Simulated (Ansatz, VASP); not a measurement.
# Pd: VASP beside Ansatz

The input INCAR:

```
SYSTEM = Pd
PREC     = Accurate       ! precision mode
ENCUT    = 520            ! plane-wave cutoff, eV
EDIFF    = 1E-6           ! SCF threshold, eV
ISMEAR   = -1             ! smearing method
SIGMA    = 0.1            ! smearing width, eV
LREAL    = .FALSE.        ! projectors in reciprocal space
LASPH    = .TRUE.         ! aspherical terms in the spheres
NELM     = 80             ! most SCF steps
ALGO     = Normal         ! electronic algorithm
ISIF     = 2              ! what is computed and relaxed
LWAVE    = .FALSE.        ! write WAVECAR
LCHARG   = .FALSE.        ! write CHGCAR
GGA      = PE             ! functional
NBANDS   = 17             ! bands
```

The input KPOINTS:

```
regular mesh
0
G
  17 17 9
  0 0 0
```

File POSCAR:

```
Pd
1.0
    2.7022903697      0.0000000000      0.0000000000
   -1.3511451848      2.3402521086      0.0000000000
    0.0000000000      0.0000000000      4.4891600389
Pd
2
Direct
    0.3333333333      0.6666666667      0.2500000000
    0.6666666667      0.3333333333      0.7500000000
```

Input for Ansatz:

```yaml
crystal:
  lattice:
    - [2.7022903697, 0.0, 0.0]
    - [-1.3511451848, 2.3402521086, 0.0]
    - [0.0, 0.0, 4.4891600389]
  atoms:
    - { symbol: Pd, position: [0.3333333333, 0.6666666667, 0.25] }
    - { symbol: Pd, position: [0.6666666667, 0.3333333333, 0.75] }
kpoints:
  mp_grid: { grid: [17, 17, 9] }
scf:
  occupations: { method: fermi_dirac, width: 0.1 }
hamiltonian:
  xc: pbe
  pseudopotentials: { kind: all_electron, lapw: { basis_error: 0.001 } }
output:
  forces: true
  stress: true
  eigenvalues: true
  populations: true
```

Change from the starting cell: volume scaled by 0.92, LAPW.

Alike in both runs: task single point; functional PBE; k mesh 17 × 17 × 9; occupations fermi-dirac, width 0.1 eV; no spin polarisation.

```csv
,VASP,Ansatz
version,VASP 6.6.1,Ansatz 0.2.0
potentials or method,"VASP PAW PBE potentials, release 64 (Pd)","all-electron LAPW, scalar-relativistic"
plane-wave cutoff (eV),520,see its input
```

Ansatz gave:

| Item | Value |
| --- | --- |
| pressure (GPa) | 17.1 |
| largest component of the traceless stress (GPa) | 0.03 |

Which values does VASP return?

Pressure (GPa): 16.8; largest component of the traceless stress (GPa): 0.07.

Ansatz ran all-electron here, so the differences hold the error of VASP's frozen core and of both bases.

Caveats: so large a pressure means that the cell lies far from this level's equilibrium, or that cutoff or potentials fall short (VASP).
